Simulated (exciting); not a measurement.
# Sr (Fm-3m) in exciting: equation of state

How stiff is Sr in PBE, and what volume does it want? The cell is scaled to several volumes.

Everything below comes from runs of exciting (release sodium). Logs are shortened: lines on timing, memory, paths and dates and some standing lists are left out, and cuts for length are marked.

### 1 The crystal as given

It takes space group Fm-3m (No. 225, cubic). Conventional cell: a = 6.085 Å, b = 6.085 Å, c = 6.085 Å, α = 90.00°, β = 90.00°, γ = 90.00°. Sr (site symmetry m-3m) is surrounded by 12 Sr at 4.30 Å.

### 2 Equation of state, PBE, 52.94 Å³/atom (volume scaled by 0.94)

input.xml

```xml
<input>
  <title>Sr</title>
  <structure speciespath="./" tshift="false">
    <crystal scale="1">
      <basevect>0.000000000000 5.631844562646 5.631844562646</basevect>
      <basevect>5.631844562646 0.000000000000 5.631844562646</basevect>
      <basevect>5.631844562646 5.631844562646 0.000000000000</basevect>
    </crystal>
    <species speciesfile="Sr.xml" rmt="2.3">
      <atom coord="0.000000000000 0.000000000000 0.000000000000"/>
    </species>
  </structure>
  <groundstate do="fromscratch" ngridk="8 8 8" rgkmax="9" gmaxvr="14" lmaxapw="10" lmaxmat="10" lmaxvr="8" xctype="GGA_PBE" stype="Fermi Dirac" swidth="0.00183747" nempty="8" ValenceRelativity="iora*" epsengy="1e-05" epspot="1e-05" maxscl="60" outputlevel="normal"/>
</input>
```

Potentials or basis: all-electron LAPW+lo, shipped species files, valence relativity iora*.

On the command line:

```sh
$ OMP_NUM_THREADS=1 exciting_smp
```

INFO.OUT:

```text
================================================================================
EXCITING SODIUM started
[... 10 lines left out ...]

 Lattice vectors (cartesian) :
      0.0000000000      5.6318445626      5.6318445626
      5.6318445626      0.0000000000      5.6318445626
      5.6318445626      5.6318445626      0.0000000000

 Reciprocal lattice vectors (cartesian) :
     -0.5578265910      0.5578265910      0.5578265910
      0.5578265910     -0.5578265910      0.5578265910
      0.5578265910      0.5578265910     -0.5578265910

 Unit cell volume                           :     357.2580104524
 Brillouin zone volume                      :       0.6943167296

 Species :    1 (Sr)
     parameters loaded from                 :    Sr.xml
     name                                   :    strontium
     nuclear charge                         :     -38.00000000
     electronic charge                      :      38.00000000
     atomic mass                            :  159721.48900000
     muffin-tin radius                      :       2.30000000
     # of radial points in muffin-tin       :     400

     atomic positions (lattice) :
       1 :   0.00000000  0.00000000  0.00000000

 Total number of atoms per unit cell        :       1

 Spin treatment                             :    spin-unpolarised

 Number of Bravais lattice symmetries       :      48
 Number of crystal symmetries               :      48

 k-point grid                               :       8    8    8
 Total number of k-points                   :      29
 k-point set is reduced with crystal symmetries

 R^MT_min * |G+k|_max (rgkmax)              :       9.00000000
 Species with R^MT_min                      :       1 (Sr)
 Maximum |G+k| for APW functions            :       3.91304348
 Maximum |G| for potential and density      :      14.00000000

 G-vector grid sizes                        :      36    36    36
 Total number of G-vectors                  :   16529

 Maximum angular momentum used for
     APW functions                          :      10
     computing H and O matrix elements      :      10
     potential and density                  :       8
     inner part of muffin-tin               :       2

 Total nuclear charge                       :     -38.00000000
 Total electronic charge                    :      38.00000000
 Total core charge                          :      28.00000000
 Total valence charge                       :      10.00000000

 Number of empty states                     :       8
 Total number of valence states             :      14

 Maximum Hamiltonian size                   :     379
 Maximum number of plane-waves              :     371
 Total number of local-orbitals             :       8

 Exchange-correlation type                  :      20
     Perdew-Burke-Ernzerhof, Phys. Rev. Lett. 77, 3865 (1996)
     Generalised gradient approximation (GGA)

 Smearing scheme                            :    Fermi-Dirac
 Smearing width                             :       0.00183747

 Using multisecant Broyden potential mixing
[... 16 lines left out ...]
+ SCF iteration number :    1                                                  +
++++++++++++++++++++++++++++++++++++++++++++++++++++++++++++++++++++++++++++++++
 Total energy                               :     -3180.47885615
 _______________________________________________________________
 Fermi energy                               :         0.14114949
 Kinetic energy                             :      3275.03469303
 Coulomb energy                             :     -6350.31311776
 Exchange energy                            :      -103.31286651
 Correlation energy                         :        -1.88756491

 DOS at Fermi energy (states/Ha/cell)       :        20.25377601

 Electron charges :
     core                                   :        28.00000000
     core leakage                           :         0.00017721
     valence                                :        10.00000000
     interstitial                           :         2.55904603
     charge in muffin-tin spheres :
                  atom     1    Sr          :        35.44095397
     total charge in muffin-tins            :        35.44095397
     total charge                           :        38.00000000

++++++++++++++++++++++++++++++++++++++++++++++++++++++++++++++++++++++++++++++++
+ SCF iteration number :    2                                                  +
++++++++++++++++++++++++++++++++++++++++++++++++++++++++++++++++++++++++++++++++
 Total energy                               :     -3180.25739448
 _______________________________________________________________
 Fermi energy                               :         0.14289455
 Kinetic energy                             :      3275.08945471
 Coulomb energy                             :     -6350.15090237
 Exchange energy                            :      -103.30836015
 Correlation energy                         :        -1.88758666

 DOS at Fermi energy (states/Ha/cell)       :        20.42450840

 Electron charges :
     core                                   :        28.00000000
     core leakage                           :         0.00017758
     valence                                :        10.00000000
     interstitial                           :         2.55792707
     charge in muffin-tin spheres :
                  atom     1    Sr          :        35.44207293
     total charge in muffin-tins            :        35.44207293
     total charge                           :        38.00000000

 RMS change in effective potential (target) :  0.449457E-01  ( 0.100000E-04)
 Absolute change in total energy   (target) :  0.221462      ( 0.100000E-04)
 Charge distance                   (target) :  0.195429E-03  ( 0.100000E-04)

++++++++++++++++++++++++++++++++++++++++++++++++++++++++++++++++++++++++++++++++
+ SCF iteration number :    3                                                  +
++++++++++++++++++++++++++++++++++++++++++++++++++++++++++++++++++++++++++++++++
 Total energy                               :     -3180.10694129
 _______________________________________________________________
 Fermi energy                               :         0.14434812
 Kinetic energy                             :      3275.12642105
 Coulomb energy                             :     -6350.04022907
 Exchange energy                            :      -103.30552092
 Correlation energy                         :        -1.88761235

 DOS at Fermi energy (states/Ha/cell)       :        20.57836734

 Electron charges :
     core                                   :        28.00000000
     core leakage                           :         0.00017779
     valence                                :        10.00000000
     interstitial                           :         2.55697200
     charge in muffin-tin spheres :
                  atom     1    Sr          :        35.44302800
     total charge in muffin-tins            :        35.44302800
     total charge                           :        38.00000000
[... 167 lines left out ...]
++++++++++++++++++++++++++++++++++++++++++++++++++++++++++++++++++++++++++++++++
+ SCF iteration number :   10                                                  +
++++++++++++++++++++++++++++++++++++++++++++++++++++++++++++++++++++++++++++++++
 Total energy                               :     -3179.85190490
 _______________________________________________________________
 Fermi energy                               :         0.14837557
 Kinetic energy                             :      3275.21157228
 Coulomb energy                             :     -6349.87333286
 Exchange energy                            :      -103.30243109
 Correlation energy                         :        -1.88771322

 DOS at Fermi energy (states/Ha/cell)       :        21.13117831

 Electron charges :
     core                                   :        28.00000000
     core leakage                           :         0.00017792
     valence                                :        10.00000000
     interstitial                           :         2.55457227
     charge in muffin-tin spheres :
                  atom     1    Sr          :        35.44542773
     total charge in muffin-tins            :        35.44542773
     total charge                           :        38.00000000

 RMS change in effective potential (target) :  0.213753E-08  ( 0.100000E-04)
 Absolute change in total energy   (target) :  0.243366E-05  ( 0.100000E-04)
 Charge distance                   (target) :  0.189197E-08  ( 0.100000E-04)

++++++++++++++++++++++++++++++++++++++++++++++++++++++++++++++++++++++++++++++++
+ SCF iteration number :   11                                                  +
++++++++++++++++++++++++++++++++++++++++++++++++++++++++++++++++++++++++++++++++
 Total energy                               :     -3179.85190506
 _______________________________________________________________
 Fermi energy                               :         0.14837557
 Kinetic energy                             :      3275.21157225
 Coulomb energy                             :     -6349.87333299
 Exchange energy                            :      -103.30243110
 Correlation energy                         :        -1.88771322

 DOS at Fermi energy (states/Ha/cell)       :        21.13117863

 Electron charges :
     core                                   :        28.00000000
     core leakage                           :         0.00017792
     valence                                :        10.00000000
     interstitial                           :         2.55457227
     charge in muffin-tin spheres :
                  atom     1    Sr          :        35.44542773
     total charge in muffin-tins            :        35.44542773
     total charge                           :        38.00000000

 RMS change in effective potential (target) :  0.388718E-09  ( 0.100000E-04)
 Absolute change in total energy   (target) :  0.160015E-06  ( 0.100000E-04)
 Charge distance                   (target) :  0.250961E-09  ( 0.100000E-04)

++++++++++++++++++++++++++++++++++++++++++++++++++++++++++++++++++++++++++++++++
| Convergency criteria checked for the last 2 iterations                       +
| Convergence targets achieved. Performing final SCF iteration                 +
++++++++++++++++++++++++++++++++++++++++++++++++++++++++++++++++++++++++++++++++
 Total energy                               :     -3179.85190511
 _______________________________________________________________
 Fermi energy                               :         0.14837557
 Kinetic energy                             :      3275.21157222
 Coulomb energy                             :     -6349.87333301
 Exchange energy                            :      -103.30243110
 Correlation energy                         :        -1.88771322

 DOS at Fermi energy (states/Ha/cell)       :        21.13117845

 Electron charges :
     core                                   :        28.00000000
     core leakage                           :         0.00017792
     valence                                :        10.00000000
     interstitial                           :         2.55457227
     charge in muffin-tin spheres :
                  atom     1    Sr          :        35.44542773
     total charge in muffin-tins            :        35.44542773
     total charge                           :        38.00000000

++++++++++++++++++++++++++++++++++++++++++++++++++++++++++++++++++++++++++++++++
[... 7 lines left out ...]

--------------------------------------------------------------------------------
- CAUTION! Warnings have been written in file WARNING.OUT !                    -
--------------------------------------------------------------------------------
================================================================================
| EXCITING SODIUM stopped                                                      =
================================================================================
```

It took 45 s on 1 thread of Arm Neoverse V1, shared host; peak memory 0.11 GiB.

Results:

```
Free energy                                       : -86528.1854 eV
Band gap on the k mesh                            : none (metal or under the smearing width)
All electrons inside the program's atomic spheres : Sr 35.45 (radii Sr 2.3 bohr)
```

Caveat: the log's total energy holds no entropy term; the free energy is that total less TS from the occupations.

### 3 Equation of state, PBE, 54.07 Å³/atom (volume scaled by 0.96)

input.xml, as its differences from that of step 2:

```diff
@@ -4,5 +4,5 @@
     <crystal scale="1">
-      <basevect>0.000000000000 5.631844562646 5.631844562646</basevect>
-      <basevect>5.631844562646 0.000000000000 5.631844562646</basevect>
-      <basevect>5.631844562646 5.631844562646 0.000000000000</basevect>
+      <basevect>0.000000000000 5.671506746443 5.671506746443</basevect>
+      <basevect>5.671506746443 0.000000000000 5.671506746443</basevect>
+      <basevect>5.671506746443 5.671506746443 0.000000000000</basevect>
     </crystal>
```

Potentials or basis: all-electron LAPW+lo, shipped species files, valence relativity iora*.

On the command line:

```sh
$ OMP_NUM_THREADS=1 exciting_smp
```

It took 47 s on 1 thread of Arm Neoverse V1, shared host; peak memory 0.12 GiB.

It converged, with:

```yaml
Free_energy: -86528.1872 eV
Band_gap_on_the_k_mesh: none (metal or under the smearing width)
All_electrons_inside_the_program's_atomic_spheres: Sr 35.44 (radii Sr 2.3 bohr)
```

Caveat: the log's total energy holds no entropy term; the free energy is that total less TS from the occupations.

### 4 Equation of state, PBE, 55.19 Å³/atom (volume scaled by 0.98)

input.xml, as its differences from that of step 3:

```diff
@@ -4,5 +4,5 @@
     <crystal scale="1">
-      <basevect>0.000000000000 5.671506746443 5.671506746443</basevect>
-      <basevect>5.671506746443 0.000000000000 5.671506746443</basevect>
-      <basevect>5.671506746443 5.671506746443 0.000000000000</basevect>
+      <basevect>0.000000000000 5.710621822212 5.710621822212</basevect>
+      <basevect>5.710621822212 0.000000000000 5.710621822212</basevect>
+      <basevect>5.710621822212 5.710621822212 0.000000000000</basevect>
     </crystal>
```

On the command line:

```sh
$ OMP_NUM_THREADS=1 exciting_smp
```

Wall time 49 s (1 thread of Arm Neoverse V1, shared host); peak memory 0.12 GiB.

Results (log left out):

```
Free energy                                       : -86528.1874 eV
Band gap on the k mesh                            : none (metal or under the smearing width)
All electrons inside the program's atomic spheres : Sr 35.44 (radii Sr 2.3 bohr)
```

Caveat: the log's total energy holds no entropy term; the free energy is that total less TS from the occupations.

### 5 Equation of state, PBE, 56.32 Å³/atom

input.xml, as its differences from that of step 4:

```diff
@@ -4,5 +4,5 @@
     <crystal scale="1">
-      <basevect>0.000000000000 5.710621822212 5.710621822212</basevect>
-      <basevect>5.710621822212 0.000000000000 5.710621822212</basevect>
-      <basevect>5.710621822212 5.710621822212 0.000000000000</basevect>
+      <basevect>0.000000000000 5.749208275255 5.749208275255</basevect>
+      <basevect>5.749208275255 0.000000000000 5.749208275255</basevect>
+      <basevect>5.749208275255 5.749208275255 0.000000000000</basevect>
     </crystal>
```

On the command line:

```sh
$ OMP_NUM_THREADS=1 exciting_smp
```

It took 52 s on 1 thread of Arm Neoverse V1, shared host; peak memory 0.12 GiB.

The run converged. Its results:

| Item | Value |
| --- | --- |
| Free energy | -86528.1859 eV |
| Band gap on the k mesh | none (metal or under the smearing width) |
| All electrons inside the program's atomic spheres | Sr 35.44 (radii Sr 2.3 bohr) |

Caveat: the log's total energy holds no entropy term; the free energy is that total less TS from the occupations.

### 6 Equation of state, PBE, 57.45 Å³/atom (volume scaled by 1.02)

input.xml, as its differences from that of step 5:

```diff
@@ -4,5 +4,5 @@
     <crystal scale="1">
-      <basevect>0.000000000000 5.749208275255 5.749208275255</basevect>
-      <basevect>5.749208275255 0.000000000000 5.749208275255</basevect>
-      <basevect>5.749208275255 5.749208275255 0.000000000000</basevect>
+      <basevect>0.000000000000 5.787283611806 5.787283611806</basevect>
+      <basevect>5.787283611806 0.000000000000 5.787283611806</basevect>
+      <basevect>5.787283611806 5.787283611806 0.000000000000</basevect>
     </crystal>
```

Potentials or basis: all-electron LAPW+lo, shipped species files, valence relativity iora*.

On the command line:

```sh
$ OMP_NUM_THREADS=1 exciting_smp
```

It took 53 s on 1 thread of Arm Neoverse V1, shared host; peak memory 0.12 GiB.

The run converged. Its results:

| Quantity | Value |
| --- | --- |
| Free energy | -86528.1829 eV |
| Band gap on the k mesh | none (metal or under the smearing width) |
| All electrons inside the program's atomic spheres | Sr 35.43 (radii Sr 2.3 bohr) |

Caveat: the log's total energy holds no entropy term; the free energy is that total less TS from the occupations.

### 7 Equation of state, PBE, 58.57 Å³/atom (volume scaled by 1.04)

input.xml, as its differences from that of step 6:

```diff
@@ -4,5 +4,5 @@
     <crystal scale="1">
-      <basevect>0.000000000000 5.787283611806 5.787283611806</basevect>
-      <basevect>5.787283611806 0.000000000000 5.787283611806</basevect>
-      <basevect>5.787283611806 5.787283611806 0.000000000000</basevect>
+      <basevect>0.000000000000 5.824864428572 5.824864428572</basevect>
+      <basevect>5.824864428572 0.000000000000 5.824864428572</basevect>
+      <basevect>5.824864428572 5.824864428572 0.000000000000</basevect>
     </crystal>
```

On the command line:

```sh
$ OMP_NUM_THREADS=1 exciting_smp
```

Run time: 56 s. Hardware: 1 thread of Arm Neoverse V1, shared host; peak memory 0.12 GiB.

It converged, with:

```
Free energy                                       : -86528.1786 eV
Band gap on the k mesh                            : none (metal or under the smearing width)
All electrons inside the program's atomic spheres : Sr 35.43 (radii Sr 2.3 bohr)
```

Caveat: the log's total energy holds no entropy term; the free energy is that total less TS from the occupations.

### 8 Equation of state, PBE, 59.70 Å³/atom (volume scaled by 1.06)

input.xml, as its differences from that of step 7:

```diff
@@ -4,5 +4,5 @@
     <crystal scale="1">
-      <basevect>0.000000000000 5.824864428572 5.824864428572</basevect>
-      <basevect>5.824864428572 0.000000000000 5.824864428572</basevect>
-      <basevect>5.824864428572 5.824864428572 0.000000000000</basevect>
+      <basevect>0.000000000000 5.861966476233 5.861966476233</basevect>
+      <basevect>5.861966476233 0.000000000000 5.861966476233</basevect>
+      <basevect>5.861966476233 5.861966476233 0.000000000000</basevect>
     </crystal>
```

On the command line:

```sh
$ OMP_NUM_THREADS=1 exciting_smp
```

Wall time 58 s (1 thread of Arm Neoverse V1, shared host); peak memory 0.12 GiB.

Results (log left out):

```yaml
Free_energy: -86528.1730 eV
Band_gap_on_the_k_mesh: none (metal or under the smearing width)
All_electrons_inside_the_program's_atomic_spheres: Sr 35.43 (radii Sr 2.3 bohr)
```

Caveat: the log's total energy holds no entropy term; the free energy is that total less TS from the occupations.

### 9 Equation of state, PBE

Potentials or basis: all-electron LAPW+lo, shipped species files, valence relativity iora*.

This step only gathers the single runs of the series.

Results:

| Quantity | Value |
| --- | --- |
| Equilibrium volume | 54.72 Å³/atom |
| Bulk modulus | 11.6 GPa |
| Pressure derivative of the bulk modulus | 3.1 (rough: it moves with the points fitted) |

Energy against volume, from the lowest point:
| volume (Å³/atom) | energy (meV/atom) |
| --- | --- |
| 52.940 | 2.05 |
| 54.067 | 0.21 |
| 55.193 | 0.00 |
| 56.319 | 1.50 |
| 57.446 | 4.52 |
| 58.572 | 8.82 |
| 59.698 | 14.42 |
